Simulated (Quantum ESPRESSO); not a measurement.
Crystal: Hg2S.

```
CELL_PARAMETERS angstrom
0.00000 3.45307 3.45307
3.45307 0.00000 3.45307
3.45307 3.45307 0.00000
ATOMIC_POSITIONS crystal
Hg 0.75000 0.75000 0.75000
Hg 0.25000 0.25000 0.25000
S 0.00000 0.00000 0.00000
```

The cell was built by a generator and needn't be a form met in nature.

```yaml
Program: Quantum ESPRESSO 7.5
Task: phonons
Functional: PBEsol
Potentials_or_basis: PseudoDojo 0.4.1 SR PBEsol standard
Cutoff: 898 eV
Density_cutoff: 3592 eV
k_mesh: 6 × 6 × 6
Occupations: fermi-dirac, width 0.05 eV
Spin: no spin polarisation
Mixing_beta: 0.5
Most_SCF_iterations: 120
SCF_threshold: 6e-10 Ry
```

Problem. Which optical modes does the crystal have at the zone centre, and which show in infrared and Raman spectra?

Solution. The optical modes are T2g + T1u. Infrared active: T1u. Raman active: T2g.

Optical modes at Γ, degenerate ones joined:
| cm⁻¹ | components | symmetry | active in |
| --- | --- | --- | --- |
| 34i | 3 | T2g | Raman |
| 66 | 3 | T1u | IR |

Caveat: the mesh is thin for the phonons of a metal; some modes are imaginary; the cell is more than 3 GPa from zero pressure, which shifts response properties.
